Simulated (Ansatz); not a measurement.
**Relativity in Ba**

```
Ba
1.0
    -2.50000    2.50000    2.50000
     2.50000   -2.50000    2.50000
     2.50000    2.50000   -2.50000
Ba
1
Direct
  0.00000 0.00000 0.00000
```

Conventional cell: a = 5.000 Å, b = 5.000 Å, c = 5.000 Å, α = 90.00°, β = 90.00°, γ = 90.00°. Ba (atom 1) is surrounded by 8 Ba at 4.33 Å.

The cell is a measured one (Crystallography Open Database entry 9008528); the temperature and pressure of the measurement aren't taken into account, and nothing was relaxed.

One fixed cell is solved with PBE by full-potential LAPW in Ansatz 0.2.0 under different relativistic treatments. Pressure is positive in compression.

Settings: a Γ-centred 10×10×10 k mesh, Fermi–Dirac smearing of 0.05 eV, basis error target 0.5 meV/atom, no spin polarisation.

| setting | P (GPa) | lowest level at Γ above −25 eV, from the valence-band top or, without a gap, the Fermi level (eV) |
| --- | --- | --- |
| scalar-relativistic | 0.11 | ? |
| non-relativistic | -0.04 | -13.50 |
| with spin–orbit coupling | 0.11 | ? |

**Question.** Give the missing entry: row "with spin–orbit coupling", column "lowest level at Γ above −25 eV, from the valence-band top or, without a gap, the Fermi level (eV)".

**Answer.** -15.24.

**Question.** Give the missing entry: row "scalar-relativistic", column "lowest level at Γ above −25 eV, from the valence-band top or, without a gap, the Fermi level (eV)".

**Answer.** -13.79.
